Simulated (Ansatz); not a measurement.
## Sn: tetragonal deformation path

These are results of Ansatz 0.2.0, DFT PBE, scalar-relativistic, plane waves, PAW, not measurements. Settings: plane waves to 420 eV, k-mesh 18×18×18 (Γ-centred), Gaussian smearing 0.15 eV. No spin polarisation. Energies are free energies at this smearing, counted from the undisturbed cell; pressure is positive in compression.

Zero of the scan (relaxed at this level):

```xyz
2
Lattice="0.0000 3.3281 3.3281 3.3281 0.0000 3.3281 3.3281 3.3281 0.0000" Properties=species:S:1:pos:R:3 pbc="T T T"
Sn    3.3281    3.3281    3.3281
Sn    4.9922    4.9922    4.9922
```

At fixed volume and fractional coordinates, lengths along (0.000, 0.000, 1.000) are scaled against those across it; ρ is that ratio over its starting value. The cell is metallic on the mesh throughout.

(ρ, ΔE (meV/atom)): (0.707, 148.9), (0.780, 93.7), (0.850, 47.1), (1.000, 0.0), (1.200, 82.1), (1.414, 253.8)

Cost: 6 runs of about 3 core-minutes in all, on Intel Xeon Platinum 8375C (Ice Lake) (shared hosts).